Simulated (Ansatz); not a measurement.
# Ti: relativistic levels of theory

Aim: hold the cell of Ti and change the physics step by step: no relativity; spin-orbit coupling on.

Method: DFT, at the level named in each step, in Ansatz 0.2.0.

1 further run of the same task is left out (it didn't finish).

**1. The starting structure**

It takes space group Fm-3m (No. 225, cubic). Conventional cell: a = 4.060 Å, b = 4.060 Å, c = 4.060 Å, α = 90.00°, β = 90.00°, γ = 90.00°. Around Ti (site symmetry m-3m) lie 12 Ti at 2.87 Å.

Structure file:

```
Ti
1.0
     0.00000    2.03000    2.03000
     2.03000    0.00000    2.03000
     2.03000    2.03000    0.00000
Ti
1
Direct
  0.00000 0.00000 0.00000
```

The geometry is a database entry used as it stands. It may stem from high pressure or temperature, or be incomplete, so it serves as a test cell.

**2. No relativity, LAPW**

The input, input.yaml:

```yaml
crystal:
  lattice:
    - [0.0, 2.03, 2.03]
    - [2.03, 0.0, 2.03]
    - [2.03, 2.03, 0.0]
  atoms:
    - { symbol: Ti, position: [0.0, 0.0, 0.0] }
kpoints:
  mp_grid: { grid: [15, 15, 15] }
  band_path:
    path:
      - [0.0, 0.0, 0.0]
      - [0.5, 0.0, 0.5]
      - [0.625, 0.25, 0.625]
      - [0.375, 0.375, 0.75]
      - [0.0, 0.0, 0.0]
      - [0.5, 0.5, 0.5]
      - [0.5, 0.25, 0.75]
      - [0.5, 0.0, 0.5]
    npoints: 5
scf:
  occupations: { method: fermi_dirac, width: 0.05 }
hamiltonian:
  xc: pbe
  pseudopotentials:
    kind: all_electron
    lapw: { basis_error: 0.00025 }
    relativity: none
output:
  forces: true
  stress: true
  eigenvalues: true
```

Launch:

```bash
> ansatz run input.yaml --threads 1 --pin off --max-ram 2048MiB --backend cpu --events-out ev --progress --plain --runs-dir out
```

Standard output, shortened:

```text
LAPW: plane waves up to 8.270 Å⁻¹, error target 2.5e-4 eV per atom; Ti in spheres of 1.435 Å, 12 of its electrons in bands, Dirac shells []
[...]
Pseudopotentials: kind: all_electron
Pseudopotential: Ti, LAPW, valence charge 12, Schrödinger's equation, point nucleus
Functional definition: PBE
[...]
Crystal: 1 atoms, lattice volume = 16.731 Å³
Basis set: ecut = 260.55253685919666 eV, 169 PW (Γ), exchange–correlation at level 2
Bands: 10, of which v1, the nominal top of the filled ones, is band 6 counted from 1 (5 counted from 0)
Symmetry: 48 space group operations
Space group: Fm-3m (ITA 225), of the structure as read, at distance tolerance 2.6e-5 Å
k-points: 120 of 3375
[...]
SCF iter   1: F=—  HF=-23111.489001 eV  |F-HF|=—  |Δ(HF+E_count)|=         —  Δρ=2.05e-2  dr2=4.33e-2  ethr=3.54e-4  ⟨swp⟩=2.9  Hψ=8933  notcnv=0
[...]
the basis was enlarged: its passes take 311.4 KiB over the memory plan, 1 of 1 planned eigensolver slots
[...]
SCF iter   6: F=-23111.341190 eV  HF=-23111.341190 eV  |F-HF|=1.97e-8  |Δ(HF+E_count)|=   6.20e-7  Δρ=5.91e-6  dr2=4.51e-9  ethr=2.26e-9  ⟨swp⟩=2.1  Hψ=3524  notcnv=0
[...]
NSCF: frozen V_eff on 36 k-points
SCF converged after 6 iterations
Free energy (F): -23111.341190 eV
[...]
E sigma→0 (E₀):  -23111.334228 eV
Entropy (-TS):   -0.013925 eV (-13.925 meV/atom)
Fermi energy:    14.287730 eV
[...]
--- Forces (eV/Å), atoms counted from 1 ---
  atom   1  Ti    -0.00000000     0.00000000     0.00000000
[...]
--- Stress (GPa, compression-positive) ---
        4.699758       0.000000       0.000000
        0.000000       4.699758      -0.000000
        0.000000      -0.000000       4.699758
  P = ⅓ Tr σ = 4.6998 GPa (46.998 kbar)
--- Band table (eV; the first three rows and the last of 120) ---
  k-point 0: bands = ["-41.3604", "-17.9325", "-17.9325", "-17.9325", "8.3094", "15.1511", "15.1511", "15.1511", "16.8579", "16.8579"]
[...]
```

Wall time 8.2 s (1 thread of Arm Neoverse V1, shared host); peak memory 0.28 GiB.

Result: pressure 4.70 GPa; no gap.

**3. Spin-orbit coupling on, LAPW**

input.yaml, as its differences from that of step 2:

```diff
@@ -24,6 +24,3 @@
   xc: pbe
-  pseudopotentials:
-    kind: all_electron
-    lapw: { basis_error: 0.00025 }
-    relativity: none
+  pseudopotentials: { kind: all_electron, lapw: { basis_error: 0.00025 } }
 output:
@@ -32 +29,4 @@
   eigenvalues: true
+magnetization:
+  noncollinear: true
+  spin_orbit: true
```

Launch:

```bash
> ansatz run input.yaml --threads 1 --pin off --max-ram 2048MiB --backend cpu --events-out ev --progress --plain --runs-dir out
```

Standard output:

```text
LAPW: plane waves up to 8.301 Å⁻¹, error target 2.5e-4 eV per atom; Dirac's equation on spinors; Ti in spheres of 1.435 Å, 12 of its electrons in bands
Engine: ansatz 0.2.0
Pseudopotentials: kind: all_electron
Pseudopotential: Ti, LAPW, valence charge 12, Dirac's equation, gaussian nucleus
Functional definition: PBE
  parameter kappa = 0.804
  parameter beta = 0.06672455060314922
  exchange = pbe_x(kappa = kappa, mu = beta*pi^2/3)
  correlation = pbe_c(beta = beta)
non-collinear run that drives no moment, with spin-orbit: no starting moment large enough to seed its density (crystal.atoms[].spin), no starting occupations that ask for one, no magnetisation constraint and no magnetic field, so the semilocal B_xc is pinned to zero
Crystal: 1 atoms, lattice volume = 16.731 Å³
Basis set: ecut = 262.55082094197076 eV, 169 PW (Γ), exchange–correlation at level 2
Bands: 20, of which v1, the nominal top of the filled ones, is band 12 counted from 1 (11 counted from 0)
Symmetry: 48 space group operations + 48 with time reversal
Magnetic group: BNS 225.117 (UNI 1619), of the structure as read, at distance tolerance 2.6e-5 Å
k-points: 120 of 3375
Non-local potential: Ti, projectors of the file, none
Initial density: superposition of atomic densities (chi_scale 0.1, normalization cell)
Initial wavefunctions: plane waves of lowest kinetic energy (no species holds an atomic orbital)
Functional: x = pbe(κ = 0.804, μ = 0.2195149727645171), c = pbe(β = 0.06672455060314922)
iter 1 solved again at ethr=3.87e-4 eV; its pass at ethr=1.00e-1 eV (dr2=4.65e-2 eV) is discarded
SCF iter   1: F=—  HF=-23233.666777 eV  |F-HF|=—  |Δ(HF+E_count)|=         —  Δρ=2.14e-2  dr2=4.73e-2  dr2_m=0.00e0 (ungated)  ethr=3.87e-4  |M|=0.00e0 ∫|m|=0.00e0 μB  β_m=0.30  ⟨swp⟩=2.9  Hψ=16689  notcnv=0
preconditioner: auto → none  [metal: Δε(μ)=0.038 eV  Ē_g=4.640 eV  σ=0.050 eV  W_gap=0.19  n_scr=0 (ndim 8)  ℏωp=18.2 eV  f_vac=0.000  D(μ)=1.36/eV (n_scr^D=14)]
SCF iter   2: F=—  HF=-23233.515763 eV  |F-HF|=—  |Δ(HF+E_count)|=   1.51e-1  Δρ=9.64e-3  dr2=9.07e-3  dr2_m=0.00e0 (ungated)  ethr=3.87e-4  |M|=0.00e0 ∫|m|=0.00e0 μB  β_m=0.36  ⟨swp⟩=2.2  Hψ=7481  notcnv=0
SCF iter   3: F=—  HF=-23233.505789 eV  |F-HF|=—  |Δ(HF+E_count)|=   9.97e-3  Δρ=3.46e-3  dr2=1.10e-3  dr2_m=0.00e0 (ungated)  ethr=7.56e-5  |M|=0.00e0 ∫|m|=0.00e0 μB  β_m=0.63  ⟨swp⟩=2.0  Hψ=7090  notcnv=0
iter 4 solved again at ethr=6.49e-8 eV; its pass at ethr=9.14e-6 eV (dr2=7.78e-6 eV) is discarded
SCF iter   4: F=—  HF=-23233.506109 eV  |F-HF|=—  |Δ(HF+E_count)|=         —  Δρ=2.77e-4  dr2=7.84e-6  dr2_m=0.00e0 (ungated)  ethr=6.49e-8  |M|=0.00e0 ∫|m|=0.00e0 μB  β_m=0.69  ⟨swp⟩=2.0  Hψ=10937  notcnv=0
the basis was enlarged: its passes take 2.3 MiB over the memory plan, 1 of 1 planned eigensolver slots
SCF iter   5: F=—  HF=-23233.506084 eV  |F-HF|=—  |Δ(HF+E_count)|=   2.51e-5  Δρ=1.91e-5  dr2=3.20e-8  dr2_m=0.00e0 (ungated)  ethr=6.49e-8  |M|=0.00e0 ∫|m|=0.00e0 μB  β_m=0.80  ⟨swp⟩=2.7  Hψ=6726  notcnv=0
SCF iter   6: F=-23233.506084 eV  HF=-23233.506084 eV  |F-HF|=6.11e-10  |Δ(HF+E_count)|=   2.46e-7  Δρ=2.35e-6  dr2=7.03e-10  dr2_m=0.00e0 (ungated)  ethr=2.67e-10  |M|=0.00e0 ∫|m|=0.00e0 μB  ⟨swp⟩=3.0  Hψ=7089  notcnv=0
SCF 1 converged in 6 iterations: F = -23233.506084 eV  dr2 = 7.03e-10
NSCF: frozen V_eff on 36 k-points
SCF converged after 6 iterations
Magnetization: |M| = 0.0000 μB,  M = (+0.0000, +0.0000, +0.0000) μB
Absolute magnetization: 0.0000 μB (∫|m|)
  site 0: m = (+0.0000, +0.0000, +0.0000) μB, |m| = 0.0000 μB  (R = 1.44 Å)
Free energy (F): -23233.506084 eV
Harris-Foulkes:  -23233.506084 eV  (|F-HF|=6.11e-10)
Internal energy: -23233.492551 eV  (E = F + TS)
E sigma→0 (E₀):  -23233.499317 eV
Entropy (-TS):   -0.013533 eV (-13.533 meV/atom)
Fermi energy:    14.294927 eV
--- Per-component energies (eV) ---
  E_band       = -144.411861
  E_kinetic    = 23460.102755
  E_xc         = -1148.443924
  E_electrostatic = -45545.151383  (all electrons and nuclei)
  E_smearing   = -0.013533  (= −TS)
  E_closure    = 0.000000  (closes the sum)
  E_atoms      = -23226.855036  (free atoms, spherical and without spin; not in F)
  Σ components = -23233.506084   (vs F -23233.506084, Δ=0.00e0)
  Basis errors (estimates in eV, not in F): energy 2.8e-5 per atom: plane waves 1.6e-5 (8.3e-6 summed), levels above the bands 2.1e-71, relativity 5.2e-9, radial functions 1.2e-5, core shells 3.0e-8; eigenvalues (radial functions only) 3.8e-7; not estimated: angular momenta, meshes, grids; target (lapw.basis_error) 2.5e-4; muffin-tin radii Ti 1.435 Å
--- Forces (eV/Å), atoms counted from 1 ---
  atom   1  Ti    -0.00000000     0.00000000    -0.00000000
  max |Σ_I F_I| component: 8.62e-25 eV/Å
--- Stress (GPa, compression-positive) ---
        4.472458      -0.000000       0.000000
       -0.000000       4.472458       0.000000
        0.000000       0.000000       4.472458
  P = ⅓ Tr σ = 4.4725 GPa (44.725 kbar)
--- Band table (eV; the first three rows and the last of 120) ---
  k-point 0: bands = ["-42.3106", "-42.3106", "-18.5926", "-18.5926", "-17.9220", "-17.9220", "-17.9220", "-17.9220", "8.1428", "8.1428", "15.1838", "15.1838", "15.1838", "15.1838", "15.2111", "15.2111", "16.9156", "16.9156", "16.9156", "16.9156"]
  k-point 1: bands = ["-42.3045", "-42.3045", "-18.6065", "-18.6065", "-17.9463", "-17.9463", "-17.9263", "-17.9263", "8.2914", "8.2914", "15.0981", "15.0981", "15.2374", "15.2374", "15.2583", "15.2583", "16.8787", "16.8787", "16.8809", "16.8809"]
  k-point 2: bands = ["-42.2872", "-42.2872", "-18.6489", "-18.6489", "-18.0112", "-18.0112", "-17.9384", "-17.9384", "8.7215", "8.7215", "14.8542", "14.8542", "15.3652", "15.3652", "15.3914", "15.3914", "16.8080", "16.8080", "16.8173", "16.8173"]
  k-point 119: bands = ["-42.1210", "-42.1210", "-19.0080", "-19.0080", "-18.4212", "-18.4212", "-18.2546", "-18.2546", "12.6986", "12.6986", "13.6860", "13.6860", "14.0859", "14.0859", "16.5419", "16.5419", "18.2749", "18.2749", "22.7548", "22.7548"]
```

It took 78 s on 1 thread of Arm Neoverse V1, shared host; peak memory 0.46 GiB.

This run gives: pressure 4.47 GPa; no gap.

Levels at the path's labelled points, in eV from the Fermi level:

```
point  band 9  band 10  band 11  band 12  band 13  band 14  band 15
    Γ   -6.15    -6.15     0.89     0.89     0.89     0.89     0.92
    X   -2.71    -2.71    -1.82    -1.82     3.00     3.00     3.74
    U   -1.81    -1.81    -1.28    -1.28     0.72     0.72     2.70
    K   -1.81    -1.81    -1.28    -1.28     0.72     0.72     2.70
    Γ   -6.15    -6.15     0.89     0.89     0.89     0.89     0.92
    L   -2.67    -2.67     0.72     0.72     0.76     0.76     0.79
    W   -1.61    -1.61    -0.41    -0.41    -0.39    -0.39     2.22
    X   -2.71    -2.71    -1.82    -1.82     3.00     3.00     3.74
```

**4. Spin-orbit coupling on, PAW**

input.yaml, as its differences from that of step 3:

```diff
@@ -24,3 +24,3 @@
   xc: pbe
-  pseudopotentials: { kind: all_electron, lapw: { basis_error: 0.00025 } }
+  pseudopotentials: { kind: paw_fr }
 output:
@@ -29,2 +29,3 @@
   eigenvalues: true
+  efg: { contact_densities: true }
 magnetization:
```

Launch:

```bash
> ansatz run input.yaml --threads 1 --pin off --max-ram 2048MiB --backend cpu --events-out ev --progress --plain --runs-dir out
```

Standard output, shortened:

```text
[...]
Pseudopotentials: kind: paw_fr
Pseudopotential: Ti, paw_fr, valence charge 12, recommended cutoff 420 eV (normal)#standard-fr
Functional definition: PBE
[...]
non-collinear run that drives no moment, with spin-orbit: no starting moment large enough to seed its density (crystal.atoms[].spin), no starting occupations that ask for one, no magnetisation constraint and no magnetic field, so the semilocal B_xc is pinned to zero
Crystal: 1 atoms, lattice volume = 16.731 Å³
Basis set: ecut = 420 eV, 331 PW (Γ), exchange–correlation on 40×40×40 points (8 copies of the dense FFT grid, shifted against one another)
Bands: 20, of which v1, the nominal top of the filled ones, is band 12 counted from 1 (11 counted from 0)
Symmetry: 48 space group operations + 48 with time reversal
Magnetic group: BNS 225.117 (UNI 1619), of the structure as read, at distance tolerance 2.6e-5 Å
[...]
Free energy (F): -2499.677059 eV
[...]
E sigma→0 (E₀):  -2499.670289 eV
Entropy (-TS):   -0.013541 eV (-13.541 meV/atom)
Fermi energy:    13.865297 eV
[...]
--- Forces (eV/Å), atoms counted from 1 ---
  atom   1  Ti     0.00000000     0.00000000     0.00000000
[...]
--- Stress (GPa, compression-positive) ---
        4.476346       0.000000       0.000000
       -0.000000       4.476346       0.000000
        0.000000       0.000000       4.476346
  P = ⅓ Tr σ = 4.4763 GPa (44.763 kbar)
--- PAW observables at the nuclei: V_zz in 10²¹ V/m², potentials from the cell's mean, atoms counted from 1 ---
  atom   1  Ti V_zz =    +0.000000   η = 0.0000   by run symmetry: forbidden
            electrostatic potential = -2532.058329 V   contact ρ = 56806.550840 e/Å³
--- Band table (eV; the first three rows and the last of 120) ---
  k-point 0: bands = ["-42.7385", "-42.7385", "-19.0199", "-19.0199", "-18.3493", "-18.3493", "-18.3493", "-18.3493", "7.7125", "7.7125", "14.7535", "14.7535", "14.7535", "14.7535", "14.7809", "14.7809", "16.4859", "16.4859", "16.4859", "16.4859"]
[...]
```

It took 12 s on 1 thread of Arm Neoverse V1, shared host; peak memory 0.45 GiB.

In short: pressure 4.48 GPa; no gap.

**5. Side by side**

```
                         run  pressure (GPa)  SCF cycles, all passes   time
         no relativity, LAPW            4.70                       6  8.2 s
spin-orbit coupling on, LAPW            4.47                       6   78 s
 spin-orbit coupling on, PAW            4.48                       7   12 s
```

**6. What came out**

| quantity | value |
| --- | --- |
| pressure, no relativity, LAPW | 4.70 GPa |
| pressure, spin-orbit coupling on, LAPW | 4.47 GPa |

**Reading.** Going from no relativity to the run with spin-orbit coupling (scalar and spin-orbit effects together) moves the pressure by -0.23 GPa; the heaviest element has Z = 22. With spin-orbit coupling: in pressure, PAW differs from LAPW by less than 0.01 GPa.
